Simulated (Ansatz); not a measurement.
input.yaml (Ansatz)

```yaml
crystal:
  lattice:
    - [5.0145131746, 0.0, 0.0]
    - [0.0, 5.0145131746, 0.0]
    - [0.0, 0.0, 5.0145131746]
  atoms:
    - { symbol: Pd, position: [1.0, 0.0, 0.0], spin: 0.5 }
    - { symbol: Pd, position: [0.5, 0.5, 0.5], spin: 0.5 }
    - { symbol: Pd, position: [0.25, 0.0, 0.5], spin: 0.5 }
    - { symbol: Pd, position: [0.75, 1.0, 0.5], spin: 0.5 }
    - { symbol: Pd, position: [0.5, 0.25, 1.0], spin: 0.5 }
    - { symbol: Pd, position: [0.5, 0.75, 1.0], spin: 0.5 }
    - { symbol: Pd, position: [0.0, 0.5, 0.25], spin: 0.5 }
    - { symbol: Pd, position: [0.0, 0.5, 0.75], spin: 0.5 }
hamiltonian:
  xc: pbe
  pseudopotentials:
    kind: paw
    azcp:
      Pd: "pseudopotentials/Pd.paw.azcp"
basis:
  ecutwfc: 420
  fft_grid_basis: typed
kpoints:
  mp_grid: { grid: [7, 7, 7], shift: [0, 0, 0] }
magnetization:
  spin_polarized: true
scf:
  occupations: { method: fermi_dirac, width: 0.05 }
```

and its output:

```
Engine: ansatz 0.2.0, x86_64-unknown-linux-gnu
Pseudopotentials: kind: paw
Pseudopotential: Pd, paw, valence charge 18, recommended cutoff 420 eV (normal) 
Functional definition: PBE
  parameter kappa = 0.804
  parameter beta = 0.06672455060314922
  exchange = pbe_x(kappa = kappa, mu = beta*pi^2/3)
  correlation = pbe_c(beta = beta)
Crystal: 8 atoms, lattice volume = 126.092 Å³
Basis set: ecut = 420 eV, 2517 PW (Γ)
Bands: 89, of which v1, the nominal top of the filled ones, is band 72 counted from 1 (71 counted from 0)
Symmetry: 48 space group operations
Space group: Pm-3n (ITA 223), of the structure as read, at distance tolerance 5.0e-5 Å
Magnetic group: BNS 223.104 (UNI 1606), of the structure as read, at distance tolerance 5.0e-5 Å
k-points: 20 of 343
Non-local potential: Pd, projectors of the file, l = 0: 2, l = 1: 2, l = 2: 2, l = 3: 1
PAW form: soft (Blöchl's): semilocal exchange-correlation on the pseudo side does not see the compensation charge
PAW one-centre angular grid: Pd, 590 points (default); XC on 64 Gauss nodes
Initial density: superposition of atomic densities (chi_scale 0.1, normalization cell)
Starting moments: Σ|m| = 4 μB on 8 of 8 sites
Initial wavefunctions: pseudopotential atomic-orbital guess
Functional: x = pbe(κ = 0.804, μ = 0.2195149727645171), c = pbe(β = 0.06672455060314922)
SCF iter   1: F=—  HF=-55788.888160 eV  |F-HF|=—  |Δ(HF+E_count)|=         —  Δρ=8.48e-2 (↑8.48e-2 ↓6.19e-2)  dr2=2.75e1  dr2_m=2.76e-1  M=2.276 μB ∫|m|=2.330 μB  β_m=0.30  ethr=3.10e-3  ⟨swp⟩=5.5  Hψ=12116  notcnv=0  defer=116
spin=Collinear: Kerker preconditioning applied to the charge; magnetization (m = ρ↑ − ρ↓) channel mixes plain (no charge-response kernel on spin).
SCF iter   2: F=—  HF=-55784.121057 eV  |F-HF|=—  |Δ(HF+E_count)|=    4.77e0  Δρ=5.22e-2 (↑5.22e-2 ↓3.51e-2)  dr2=9.43e0  dr2_m=1.94e-1  M=1.974 μB ∫|m|=2.060 μB  β_m=0.30  ethr=3.10e-3  ⟨swp⟩=2.1  Hψ=5994  notcnv=0  defer=341
spin-set hold released at iteration 2 (site moments show no strong build): the magnetisation degrees of freedom join the quasi-Newton model from the next iteration; the mixer history was kept
SCF iter   3: F=—  HF=-55781.789727 eV  |F-HF|=—  |Δ(HF+E_count)|=    2.33e0  Δρ=2.13e-2 (↑1.60e-2 ↓2.13e-2)  dr2=4.41e-1  dr2_m=1.64e-1  M=1.594 μB ∫|m|=1.715 μB  β_m=0.30  ethr=3.10e-3  ⟨swp⟩=2.8  Hψ=5957  notcnv=0  defer=341
SCF iter   4: F=—  HF=-55781.789698 eV  |F-HF|=—  |Δ(HF+E_count)|=   2.93e-5  Δρ=1.33e-2 (↑1.11e-2 ↓1.33e-2)  dr2=8.98e-2  dr2_m=1.32e-1  M=1.496 μB ∫|m|=1.603 μB  β_m=0.51  ethr=3.06e-4  ⟨swp⟩=3.0  Hψ=5739  notcnv=0  defer=378
SCF iter   5: F=—  HF=-55781.845554 eV  |F-HF|=—  |Δ(HF+E_count)|=   5.59e-2  Δρ=7.76e-3 (↑6.18e-3 ↓7.76e-3)  dr2=3.27e-2  dr2_m=4.97e-2  M=1.129 μB ∫|m|=1.236 μB  β_m=0.75  ethr=6.23e-5  ⟨swp⟩=2.5  Hψ=5565  notcnv=0  defer=378
SCF iter   6: F=—  HF=-55781.868642 eV  |F-HF|=—  |Δ(HF+E_count)|=   2.31e-2  Δρ=3.45e-3 (↑2.30e-3 ↓3.45e-3)  dr2=1.46e-2  dr2_m=7.26e-3  M=0.595 μB ∫|m|=0.686 μB  β_m=0.88  ethr=2.27e-5  ⟨swp⟩=2.0  Hψ=5131  notcnv=0  defer=378
SCF iter   7: F=—  HF=-55781.871988 eV  |F-HF|=—  |Δ(HF+E_count)|=   3.35e-3  Δρ=1.52e-3 (↑1.52e-3 ↓1.17e-3)  dr2=1.57e-3  dr2_m=1.80e-3  M=0.338 μB ∫|m|=0.395 μB  β_m=0.94  ethr=1.01e-5  ⟨swp⟩=2.1  Hψ=4588  notcnv=0  defer=378
SCF iter   8: F=—  HF=-55781.874109 eV  |F-HF|=—  |Δ(HF+E_count)|=   2.12e-3  Δρ=4.21e-4 (↑2.63e-4 ↓4.21e-4)  dr2=8.70e-5  dr2_m=1.19e-4  M=0.082 μB ∫|m|=0.097 μB  β_m=0.97  ethr=1.09e-6  ⟨swp⟩=2.0  Hψ=5004  notcnv=0  defer=378
SCF iter   9: F=—  HF=-55781.874255 eV  |F-HF|=—  |Δ(HF+E_count)|=   1.46e-4  Δρ=6.46e-5 (↑6.46e-5 ↓4.51e-5)  dr2=5.52e-6  dr2_m=1.71e-6  M=0.007 μB ∫|m|=0.008 μB  β_m=0.98  ethr=6.04e-8  ⟨swp⟩=2.6  Hψ=6351  notcnv=0  defer=378
SCF iter  10: F=—  HF=-55781.874258 eV  |F-HF|=—  |Δ(HF+E_count)|=   2.36e-6  Δρ=1.51e-5 (↑1.22e-5 ↓1.51e-5)  dr2=6.51e-7  dr2_m=5.72e-8  M=-0.001 μB ∫|m|=0.002 μB  β_m=0.99  ethr=3.83e-9  ⟨swp⟩=2.0  Hψ=5173  notcnv=0  defer=378
SCF iter  11: F=—  HF=-55781.874258 eV  |F-HF|=—  |Δ(HF+E_count)|=   1.39e-8  Δρ=3.37e-6 (↑2.77e-6 ↓3.37e-6)  dr2=4.61e-8  dr2_m=2.18e-9  M=-0.000 μB ∫|m|=0.000 μB  β_m=1.00  ethr=6.94e-11  ⟨swp⟩=2.5  Hψ=7130  notcnv=0
SCF iter  12: F=—  HF=-55781.874258 eV  |F-HF|=—  |Δ(HF+E_count)|=   2.12e-9  Δρ=7.09e-7 (↑7.09e-7 ↓6.68e-7)  dr2=6.49e-10  dr2_m=3.31e-10  M=0.000 μB ∫|m|=0.000 μB  β_m=1.00  ethr=3.20e-11  ⟨swp⟩=2.0  Hψ=6276  notcnv=0
SCF iter  13: F=-55781.874258 eV  HF=-55781.874258 eV  |F-HF|=8.73e-11  |Δ(HF+E_count)|=  5.53e-10  Δρ=2.12e-7 (↑1.16e-7 ↓2.12e-7)  dr2=1.09e-10  dr2_m=4.57e-12  M=0.000 μB ∫|m|=0.000 μB  ethr=1.00e-12  ⟨swp⟩=2.0  Hψ=6635  notcnv=0
SCF 1 converged in 13 iterations: F = -55781.874258 eV  dr2 = 1.09e-10
WARN: the starting moments were not kept: the SCF closed with an absolute magnetisation of 1.3e-5 μB, where they sum to 4 μB in size (8 sites). That is at most 0.1 of that sum. Measured as dr2_m measures the in/out step, that magnetisation stands 1.6e-11 eV from none, at or under the dr2_threshold of 1.0e-7 eV: it is no larger than a step whose dr2_m would equal this threshold. The system may hold no moment; this SCF shows only that its start led to no more than that. To try another start: raise the starting moments (crystal.atoms[].spin, magnetization.per_species, magnetization.initial_magnetization, or on a non-collinear deck that types none of these the spinor_matrix: blocks that start its atoms; where the total moment is fixed, keep their sum and leave initial_magnetization as it is; typed ones take the place of any that the run laid by itself, positive ones on a crystal's lanthanoids without a Hubbard term where scf.initial_density.shell_occupations: [] is typed) or, if the notice of its spin-set hold's release reads "site moments contracting" or "site moments show no strong build", lengthen the hold (scf.mixing.spin_hold: { on: { confirm: 4 } }; for m-r²SCAN on two components see the key's manual first). Each may lead to a state that holds a moment. A second SCF, from the converged charge density, with the starting moments and any scf.initial_density.shell_occupations laid on it anew, would have followed, and was not run: the deck does not ask for one (magnetization.retry_lost_moments is false, the default). To let it run, set magnetization.retry_lost_moments: true and run the deck again, where that key's refused combinations let it; where memory then withholds it, that run's warning says so.
SCF converged after 13 iterations
Magnetization: 0.0000 μB (72.0000 up, 72.0000 down)
Absolute magnetization: 0.0000 μB (∫|ρ↑−ρ↓|, with the PAW one-centre terms)
Spin contamination: 0.0000 ħ² per cell (⟨S²⟩ above its minimum at these occupations)
Per-site moments (μB) at R_I (Å): [(1.6389415261379575e-6, 1.156319209286368), (1.6389415265942834e-6, 1.156319209286368), (1.4960210890918178e-6, 1.0342433422612498), (1.4960210891622448e-6, 1.0342433422612498), (1.4960210893482507e-6, 1.0342433422612498), (1.4960210890450123e-6, 1.0342433422612498), (1.496021089146805e-6, 1.0342433422612498), (1.4960210892420006e-6, 1.0342433422612498)]
Free energy (F): -55781.874258 eV
Harris-Foulkes:  -55781.874258 eV  (|F-HF|=8.73e-11)
Internal energy: -55781.761394 eV  (E = F + TS)
E sigma→0 (E₀):  -55781.817826 eV
Entropy (-TS):   -0.112864 eV (-14.108 meV/atom)
Fermi energy:    18.107400 eV
--- Per-component energies (eV) ---
  E_band       = -1300.973840
  E_kinetic    = 4105.877800
  E_local      = -14837.247560  (includes V_loc(G=0)·N_el)
  E_nonlocal   = 1740.430024
  E_hartree    = 6008.088855
  E_xc         = -1346.230679
  E_vxc        = -1688.611537  (∫ρ·V_xc dr)
  E_paw        = -30003.500154  (= ΣΔE_a)
  E_vpaw       = -2637.600635  (= ΣTr[D̂ρ^β])
  E_aug_tail   = 0.001609  (compensation charges beyond the density's cutoff)
  E_ewald      = -21449.181290
  E_smearing   = -0.112864  (= −TS)
  E_closure    = -0.000000  (closes the sum)
  Σ components = -55781.874258   (vs F -55781.874258, Δ=0.00e0)
```
